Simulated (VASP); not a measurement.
Wanted: the native input for a VASP 6.6.1 run.

* Task: relaxation of cell and atoms
* Functional: PBEsol
* Potentials or basis: VASP PAW PBE potentials, release 64 (Ga_d, N)
* Cutoff: 600 eV
* k mesh: 12 × 12 × 5
* Occupations: gaussian, width 0.03 eV
* Spin: no spin polarisation
* Further INCAR settings: ALGO = Normal; EDIFF = 1e-06; IBRION = 2; EDIFFG = -0.01; NSW = 90; ISIF = 3

The structure of GaN lies in POSCAR:

```
GaN
1.0
    3.1800000000      0.0000000000      0.0000000000
   -1.5900000000      2.7539607840      0.0000000000
    0.0000000000      0.0000000000      5.1660000000
Ga N
2 2
Direct
    0.3333333333      0.6666666667      0.0000000000
    0.6666666667      0.3333333333      0.5000000000
    0.3333333333      0.6666666667      0.3750000000
    0.6666666667      0.3333333333      0.8750000000
```

The input as run:

INCAR

```
PREC = Accurate
ENCUT = 600
EDIFF = 1E-6
ISMEAR = 0
SIGMA = 0.03
LREAL = False
LASPH = True
NELM = 80
ALGO = Normal
ISIF = 3
LWAVE = False
LCHARG = False
GGA = PS
IBRION = 2
NSW = 90
EDIFFG = -0.01
KPAR = 2
```

KPOINTS

```
Automatic mesh
0
Gamma
  12 12 5
```

Potentials or basis: VASP PAW PBE potentials, release 64 (Ga_d, N).

Command:

```bash
$ cat potpaw_PBE.64/Ga_d/POTCAR potpaw_PBE.64/N/POTCAR > POTCAR
$ mpirun -np 2 vasp_std > vasp.out
```

It gave:

The relaxed volume is 11.35 Å³/atom. The relaxed cell is a = 3.180 Å, b = 3.180 Å, c = 5.184 Å, α = 90.00°, β = 90.00°, γ = 120.00°. The space group after relaxing (to 0.05 Å) is P6_3mc (No. 186) and the energy gained by relaxing is 0.5 meV/atom. The ionic steps are 6 and the pressure after relaxing is 0.0 GPa. The largest force after relaxing is 0.006 eV/Å and the band gap on the k mesh is 1.91 eV, direct.

Caveat: the PAW data sets were made with another functional, which shifts forces and pressure a little.

Wall time 87 s on 2 MPI ranks on Intel(R) Xeon(R) Platinum 8488C (Sapphire Rapids), on a shared host, peak memory 0.21 GiB a rank.
